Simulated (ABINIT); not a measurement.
# GaAs (F-43m) in ABINIT: notebook, part 2 of 2

ABINIT 10.8.3 (patched build). Earlier steps stand in the parts before.

**3. Band structure, r2SCAN**

The input, run.abi:

```
# Datasets: ground state, then fixed potential
ndtset 2

# Pseudopotentials
pp_dirpath "./"
pseudos "As.hgh, Ga.hgh"

# Structure
acell 3*1.0
rprim
     0.0000000000     5.3419722954     5.3419722954
     5.3419722954     0.0000000000     5.3419722954
     5.3419722954     5.3419722954     0.0000000000
ntypat 2
znucl 33 31
natom 2
typat 1 2
xred
     0.7500000000     0.7500000000     0.7500000000
     0.0000000000     0.0000000000     0.0000000000

# Plane-wave basis
ecut 598.650497 eV

# Exchange and correlation
ixc -497498
usekden 1

# Bands and occupations
occopt 3
tsmear 0.05 eV

# SCF cycle
nstep 100

# Output
iomode 3
prtwf 0
prteig 0
prtebands 0
prtden1 1
prtkden1 1

# Dataset 1
kptopt1 1
ngkpt1 8 8 8
nshiftk1 1
shiftk1 0.0 0.0 0.0
nband1 8
tolvrs1 1.0e-9

# Dataset 2: bands along G-X-W-K-G-L-U-W-L-K
iscf2 -2
getden2 1
getkden2 1
nband2 12
nbdbuf2 2
tolwfr2 1.0e-12
kptopt2 -9
ndivsm2 5
prteig2 1
kptbounds2
     0.0000000000     0.0000000000     0.0000000000
     0.5000000000     0.0000000000     0.5000000000
     0.5000000000     0.2500000000     0.7500000000
     0.3750000000     0.3750000000     0.7500000000
     0.0000000000     0.0000000000     0.0000000000
     0.5000000000     0.5000000000     0.5000000000
     0.6250000000     0.2500000000     0.6250000000
     0.5000000000     0.2500000000     0.7500000000
     0.5000000000     0.5000000000     0.5000000000
     0.3750000000     0.3750000000     0.7500000000
```

Potentials or basis: HGH LDA.

On the command line:

```
abinit run.abi > log 2>&1
```

It took 88 s on 1 thread of Arm Neoverse V1, shared host; peak memory 0.1 GiB.

Results (log left out):

| Quantity | Value |
| --- | --- |
| Free energy | -236.3375 eV |
| Pressure | -5.1 GPa |
| Band gap on the k mesh | 0.78 eV, direct |
| Band gap along the path | 0.78 eV, direct |
| Valence electrons inside the program's atomic spheres | As 2.44; Ga 1.06 |

Levels at the corners of the path, in eV from the valence-band top:
| point | band 1 | band 2 | band 3 | band 4 | band 5 | band 6 | band 7 | band 8 | band 9 |
| --- | --- | --- | --- | --- | --- | --- | --- | --- | --- |
| Γ | -13.28 | 0.00 | 0.00 | 0.00 | 0.78 | 4.13 | 4.13 | 4.13 | 8.53 |
| X | -10.85 | -7.10 | -2.71 | -2.71 | 1.89 | 2.03 | 10.91 | 10.91 | 11.87 |
| W | -10.81 | -6.91 | -3.57 | -3.34 | 5.07 | 5.25 | 5.98 | 6.66 | 11.85 |
| K | -10.90 | -6.90 | -3.88 | -2.28 | 2.37 | 5.14 | 8.65 | 8.72 | 9.36 |
| Γ | -13.28 | 0.00 | 0.00 | 0.00 | 0.78 | 4.13 | 4.13 | 4.13 | 8.53 |
| L | -11.60 | -6.84 | -1.16 | -1.16 | 1.31 | 5.12 | 5.12 | 8.62 | 11.30 |
| U | -10.90 | -6.90 | -3.88 | -2.28 | 2.37 | 5.14 | 8.65 | 8.72 | 9.36 |
| W | -10.81 | -6.91 | -3.57 | -3.34 | 5.07 | 5.25 | 5.98 | 6.66 | 11.85 |
| L | -11.60 | -6.84 | -1.16 | -1.16 | 1.31 | 5.12 | 5.12 | 8.62 | 11.30 |
| K | -10.90 | -6.90 | -3.88 | -2.28 | 2.37 | 5.14 | 8.65 | 8.72 | 9.36 |

Caveat: the potentials were made for another functional, which shifts forces and pressure; HGH potentials are hard and often keep d shells in the core, so these values are rough.

**4. Band structure, WC**

Changes to run.abi since step 3:

```diff
@@ -5,10 +5,10 @@
 pp_dirpath "./"
-pseudos "As.hgh, Ga.hgh"
+pseudos "As.GGA_PBE-JTH.xml, Ga.GGA_PBE-JTH.xml"
 
 # Structure
-acell 3*1.0
+acell 7.55468967 7.55468967 7.55468967
 rprim
-     0.0000000000     5.3419722954     5.3419722954
-     5.3419722954     0.0000000000     5.3419722954
-     5.3419722954     5.3419722954     0.0000000000
+     0.0000000000     0.7071067812     0.7071067812
+     0.7071067812     0.0000000000     0.7071067812
+     0.7071067812     0.7071067812     0.0000000000
 ntypat 2
@@ -22,7 +22,7 @@
 # Plane-wave basis
-ecut 598.650497 eV
+ecut 462.593566 eV
+pawecutdg 34.0
 
 # Exchange and correlation
-ixc -497498
-usekden 1
+ixc 23
 
@@ -40,4 +40,4 @@
 prtebands 0
+enunit 1
 prtden1 1
-prtkden1 1
 
@@ -48,3 +48,3 @@
 shiftk1 0.0 0.0 0.0
-nband1 8
+nband1 18
 tolvrs1 1.0e-9
@@ -54,4 +54,3 @@
 getden2 1
-getkden2 1
-nband2 12
+nband2 22
 nbdbuf2 2
@@ -59,4 +58,5 @@
 kptopt2 -9
-ndivsm2 5
+ndivsm2 6
 prteig2 1
+prtvol2 -3
 kptbounds2
```

Potentials or basis: JTH PAW PBE v2.0.

On the command line:

```
abinit run.abi > log 2>&1
```

Run time: 67 s. Hardware: 1 thread of Arm Neoverse V1, shared host; peak memory 0.12 GiB.

Results (log left out):

| Quantity | Value |
| --- | --- |
| Free energy | -5253.7538 eV |
| Pressure | 0.2 GPa |
| Band gap on the k mesh | 0.39 eV, direct |
| Band gap along the path | 0.39 eV, direct |
| Valence electrons inside the program's atomic spheres | As 12.73; Ga 11.08 |

Levels at the corners of the path, in eV from the valence-band top:
```tsv
point	band 10	band 11	band 12	band 13	band 14	band 15	band 16	band 17	band 18	band 19
Γ	-14.72	-12.77	0.00	0.00	0.00	0.39	3.70	3.70	3.70	7.35
X	-14.71	-10.26	-6.85	-2.69	-2.69	1.34	1.57	10.11	10.11	10.83
W	-14.72	-10.20	-6.66	-3.57	-3.38	4.58	4.62	5.33	5.95	10.97
K	-14.72	-10.30	-6.66	-3.90	-2.27	1.86	4.56	7.86	8.02	8.55
Γ	-14.72	-12.77	0.00	0.00	0.00	0.39	3.70	3.70	3.70	7.35
L	-14.72	-11.00	-6.68	-1.14	-1.14	0.90	4.59	4.59	7.56	10.23
U	-14.72	-10.30	-6.66	-3.90	-2.27	1.86	4.56	7.86	8.02	8.55
W	-14.72	-10.20	-6.66	-3.57	-3.38	4.58	4.62	5.33	5.95	10.97
L	-14.72	-11.00	-6.68	-1.14	-1.14	0.90	4.59	4.59	7.56	10.23
K	-14.72	-10.30	-6.66	-3.90	-2.27	1.86	4.56	7.86	8.02	8.55
```

Caveat: the PAW data sets were made with another functional, which shifts forces and pressure a little.

**5. Band structure, WC**

Changes to run.abi since step 4:

```diff
@@ -5,6 +5,6 @@
 pp_dirpath "./"
-pseudos "As.GGA_PBE-JTH.xml, Ga.GGA_PBE-JTH.xml"
+pseudos "As.GGA_PBE-JTH_sp.xml, Ga.GGA_PBE-JTH.xml"
 
 # Structure
-acell 7.55468967 7.55468967 7.55468967
+acell 3.9977696088 3.9977696088 3.9977696088 Angstrom
 rprim
@@ -17,4 +17,4 @@
 typat 1 2
-xred
-     0.7500000000     0.7500000000     0.7500000000
+xcart
+     8.0129584431     8.0129584431     8.0129584431
      0.0000000000     0.0000000000     0.0000000000
@@ -22,3 +22,3 @@
 # Plane-wave basis
-ecut 462.593566 eV
+ecut 17.0
 pawecutdg 34.0
@@ -40,3 +40,2 @@
 prtebands 0
-enunit 1
 prtden1 1
@@ -48,3 +47,3 @@
 shiftk1 0.0 0.0 0.0
-nband1 18
+nband1 13
 tolvrs1 1.0e-9
@@ -54,3 +53,3 @@
 getden2 1
-nband2 22
+nband2 17
 nbdbuf2 2
@@ -58,3 +57,3 @@
 kptopt2 -9
-ndivsm2 6
+ndivsm2 8
 prteig2 1
```

Potentials or basis: JTH PAW PBE v2.0 sp.

On the command line:

```
abinit run.abi > log 2>&1
```

Run time: 50 s. Hardware: 1 thread of Arm Neoverse V1, shared host; peak memory 0.13 GiB.

Results (log left out):

```
Free energy                                           : -2329.0000 eV
Pressure                                              : 0.3 GPa
Band gap on the k mesh                                : 0.41 eV, direct
Band gap along the path                               : 0.41 eV, direct
Valence electrons inside the program's atomic spheres : As 2.76; Ga 11.08
```

Levels at the corners of the path, in eV from the valence-band top:
| point | band 5 | band 6 | band 7 | band 8 | band 9 | band 10 | band 11 | band 12 | band 13 | band 14 |
| --- | --- | --- | --- | --- | --- | --- | --- | --- | --- | --- |
| Γ | -14.72 | -12.76 | 0.00 | 0.00 | 0.00 | 0.41 | 3.72 | 3.72 | 3.72 | 7.43 |
| X | -14.71 | -10.25 | -6.86 | -2.69 | -2.69 | 1.34 | 1.56 | 10.17 | 10.17 | 10.86 |
| W | -14.72 | -10.20 | -6.67 | -3.57 | -3.38 | 4.60 | 4.63 | 5.37 | 5.99 | 11.02 |
| K | -14.71 | -10.29 | -6.67 | -3.90 | -2.27 | 1.86 | 4.58 | 7.91 | 8.08 | 8.60 |
| Γ | -14.72 | -12.76 | 0.00 | 0.00 | 0.00 | 0.41 | 3.72 | 3.72 | 3.72 | 7.43 |
| L | -14.72 | -10.99 | -6.68 | -1.14 | -1.14 | 0.90 | 4.61 | 4.61 | 7.61 | 10.28 |
| U | -14.71 | -10.29 | -6.67 | -3.90 | -2.27 | 1.86 | 4.58 | 7.91 | 8.08 | 8.60 |
| W | -14.72 | -10.20 | -6.67 | -3.57 | -3.38 | 4.60 | 4.63 | 5.37 | 5.99 | 11.02 |
| L | -14.72 | -10.99 | -6.68 | -1.14 | -1.14 | 0.90 | 4.61 | 4.61 | 7.61 | 10.28 |
| K | -14.71 | -10.29 | -6.67 | -3.90 | -2.27 | 1.86 | 4.58 | 7.91 | 8.08 | 8.60 |

Caveat: the PAW data sets were made with another functional, which shifts forces and pressure a little; this set keeps more shells in the core, which shifts pressures and gaps.

**6. The runs side by side**

```tsv
level	potentials or basis	gap on the mesh (eV)	pressure (GPa)
SOGGA	JTH PAW PBE v2.0	0.48	-0.5
WC	JTH PAW PBE v2.0	0.39	0.2
WC	JTH PAW PBE v2.0 sp	0.41	0.3
```

Alike in all rows: task band structure; no spin polarisation; cell as given; k mesh 8 × 8 × 8; cutoff (eV) 463; smearing fermi-dirac 0.05 eV.

Caveats: the PAW data sets were made with another functional, which shifts forces and pressure a little; this set keeps more shells in the core, which shifts pressures and gaps (some runs).

Absolute energies hang on the potentials; compare differences alone.

**7. Comparison with measurements**

Step 2. Against the measured gap of GaAs, 1.418 eV (direct; 300 K; “Evidence of valence band perturbations in GaAsN/GaAs(001): A combined variable-angle spectroscopic ellipsometry and modulated photoreflectance investigation”, 2008, arxiv:0805.2212), the calculated 0.48 eV is off by -0.94 eV. 3 values of this kind are on record (1.412 to 1.51 eV); this one was drawn at random among those near their median, those with a stated uncertainty first. Spin-orbit coupling on As, Ga is left out. The value is that of SOGGA, without temperature or zero-point motion.

Step 4. Against the measured gap of GaAs, 1.418 eV (direct; 300 K; “Evidence of valence band perturbations in GaAsN/GaAs(001): A combined variable-angle spectroscopic ellipsometry and modulated photoreflectance investigation”, 2008, arxiv:0805.2212), the calculated 0.39 eV is off by -1.03 eV. So large a miss can be the level of theory's own, or it may mean another phase, state or a wrong row. 3 values of this kind are on record (1.412 to 1.51 eV); this one was drawn at random among those near their median, those with a stated uncertainty first. Spin-orbit coupling on As, Ga is left out. The value is that of WC, without temperature or zero-point motion. Semilocal functionals fall short of measured gaps as a rule.

Step 5. Against the measured gap of GaAs, 1.412 eV (direct; 300 K; “Evidence of valence band perturbations in GaAsN/GaAs(001): A combined variable-angle spectroscopic ellipsometry and modulated photoreflectance investigation”, 2008, arxiv:0805.2212), the calculated 0.41 eV is off by -1.01 eV. So large a miss can be the level of theory's own, or it may mean another phase, state or a wrong row. 3 values of this kind are on record (1.412 to 1.51 eV); this one was drawn at random among those near their median, those with a stated uncertainty first. Spin-orbit coupling on As, Ga is left out. The value is that of WC, without temperature or zero-point motion. Semilocal functionals fall short of measured gaps as a rule.
